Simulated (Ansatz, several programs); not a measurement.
A 2-atom cell of CaSe started from a crystallographic database, relaxed with r2SCAN in Ansatz (plane waves, PAW): space group Fm-3m (No. 225), cubic; conventional cell a = 5.935 Å, 26.13 Å³ an atom. Around Ca lie 6 Se at 2.97 Å; around Se lie 6 Ca at 2.97 Å. The cell was then scaled with its shape and fractional coordinates held. (Simulation; spin polarisation is off.)

```csv
V (Å³/atom),E (meV/atom)
24.565,16.90
25.349,3.99
26.133,0.00
27.701,13.86
```

(1) Pass a cubic E = c₀ + c₁u + c₂u² + c₃u³, with u = V − 25.937 Å³, through these points.

(2) Where is the minimum, and what bulk modulus follows?

(3) Predict the energy and the pressure at the withheld volume, 26.917 Å³.

## Answers

(1) c₀ = 0.23, c₁ = -2.425, c₂ = 6.506, c₃ = -0.4254 (meV and Å³).

(2) dE/du = 0 at u = +0.190, so V₀ = 26.13 Å³. B = V₀ d²E/dV² = 26.13 × (2c₂ + 6c₃u) = 26.13 × 12.527 = 327 meV/Å³, and 1 meV/Å³ is 0.16022 GPa: 52 GPa. A third-order Birch-Murnaghan fit to all five points gives 26.13 Å³ and 52 GPa.

(3) With u = +0.980: E ≈ 3.70 meV and P = −dE/dV ≈ -1.46 GPa. The run gives 3.65 meV and, from its stress, -1.45 GPa.
